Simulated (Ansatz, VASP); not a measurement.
## One calculation of Os, two programs

File INCAR:

```
PREC = Accurate
ENCUT = 520
EDIFF = 1E-6
ISMEAR = 0
SIGMA = 0.15
LREAL = False
LASPH = True
NELM = 60
ALGO = Normal
ISIF = 2
LWAVE = False
LCHARG = False
GGA = PS
NBANDS = 10
```

File KPOINTS:

```
regular mesh
0
Gamma
  20 20 20
```

File POSCAR:

```
Os
1.0
    0.0000000000      1.8963750000      1.9450000000
    1.8963750000      0.0000000000      1.9450000000
    1.8963750000      1.8963750000      0.0000000000
Os
1
Direct
    0.0000000000      0.0000000000      0.0000000000
```

Input for Ansatz:

```yaml
crystal:
  lattice:
    - [0.0, 1.896375, 1.945]
    - [1.896375, 0.0, 1.945]
    - [1.896375, 1.896375, 0.0]
  atoms:
    - { symbol: Os, position: [0.0, 0.0, 0.0] }
basis:
  ecutwfc: 420
kpoints:
  mp_grid: { grid: [20, 20, 20] }
hamiltonian:
  xc: pbesol
scf:
  occupations: { method: gaussian, width: 0.15 }
output:
  forces: true
  stress: true
  eigenvalues: true
```

Change from the starting cell: strain -0.025 along x and y, +0.000 along z, atoms carried along.

Alike in both runs: task single point; functional PBEsol; k mesh 20 × 20 × 20; occupations gaussian, width 0.15 eV; no spin polarisation.

|  | VASP | Ansatz |
| --- | --- | --- |
| version | VASP 6.6.1 | Ansatz 0.2.0 |
| potentials or method | VASP PAW PBE potentials, release 64 (Os) | scalar-relativistic, plane waves, PAW |
| plane-wave cutoff (eV) | 520 | 420 |
| valence electrons in the cell | 8 | 16 |

VASP gave:

| Item | Value |
| --- | --- |
| gap on the k mesh at the Fermi level (eV) | none |
| pressure (GPa) | -0.7 |
| largest component of the traceless stress (GPa) | 5.65 |

Problem. Estimate Ansatz's values.

Solution. gap on the k mesh at the Fermi level (eV): none; pressure (GPa): -1.2; largest component of the traceless stress (GPa): 5.66.

A gap of «none» marks a metal or a gap that the smearing closes. The two sets of potentials don't hold the same shells in valence.

Caveats: the PAW data sets were made with another functional, which shifts forces and pressure a little (VASP). The runs have no spin-orbit coupling, so splittings on Os are missing.
